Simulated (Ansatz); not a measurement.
Runs of Ansatz 0.2.0 on GaCo. Symmetry: Pm-3m, No. 221, cubic system. Conventional cell: a = 2.878 Å, b = 2.878 Å, c = 2.878 Å, α = 90.00°, β = 90.00°, γ = 90.00°. Around Ga (site symmetry m-3m) lie 8 Co at 2.49 Å. Co (site symmetry m-3m) has 8 Ga at 2.49 Å as nearest neighbours. 

```tsv
cell	target pressure (GPa)	gap on the mesh (eV)	pressure (GPa)	moment (μB)
relaxed to 2 GPa	2	none	2.0	(a)
relaxed	0	none	0.0	(b)
relaxed to 20 GPa	20	none	20.0	0.28
relaxed to 30 GPa	30	none	30.0	0.26
relaxed to 10 GPa	10	none	10.0	0.31
```

Alike in all rows: task relaxation of cell and atoms; level r2SCAN; potentials or basis Ansatz PAW; spin collinear, ferromagnetic start; k mesh 9 × 9 × 9; cutoff (eV) 500; smearing fermi-dirac 0.05 eV.

**Question.** Estimate the missing entries.

**Answer.** (a) 0.37; (b) 0.38.

Caveats: the magnetic or orbital state may not be the lowest; the plane-wave basis is chosen anew once the cell has moved, so the energies of steps on either side of that aren't comparable; the PAW data sets come from PBE, with cores solved anew for the run's functional, which leaves a small shift of forces and pressure.

A k mesh can miss the band edges, and the runs leave out spin-orbit coupling on Ga.

A gap of «none» marks a metal or a gap under the smearing width.
